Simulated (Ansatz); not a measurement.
Crystal: As.

```
As
1.0
     1.88080    1.08588    3.51406
    -1.88080    1.08588    3.51406
     0.00000   -2.17176    3.51406
As
2
Direct
  0.22600 0.22600 0.22600
  0.77400 0.77400 0.77400
```

Base run:

| Quantity | Value |
| --- | --- |
| Program | Ansatz 0.2.0 |
| Functional | LDA |
| Potentials or basis | Ansatz PAW |
| Cutoff | 420 eV (not typed: the program's choice for these potentials) |
| k mesh | 9 × 9 × 9 |
| Occupations | fermi-dirac, width 0.05 eV |
| Spin | no spin polarisation |

Its results: band gap on the k mesh none (metal or under the smearing width); pressure -1.4 GPa; largest force 0.261 eV/Å.

Problem. After a change of settings the same cell gave: band gap on the k mesh none (metal or under the smearing width); pressure 1.9 GPa; largest force 0.150 eV/Å. Which change was it?
A. functional from LDA to r2SCAN; cutoff from 420 eV (not typed: the program's choice for these potentials) to 500 eV (not typed: the program's choice for these potentials)
B. functional from LDA to PBEsol; k mesh from 9 × 9 × 9 to 8 × 8 × 8
C. functional from LDA to PBEsol; spin from no spin polarisation to spin-orbit coupling, no magnetisation; potential files from those of the base run to others of the same set

Solution. A.

Caveats: the PAW data sets come from PBE, with cores solved anew for the run's functional, which leaves a small shift of forces and pressure.

Runs at the PBE level aren't shown here.
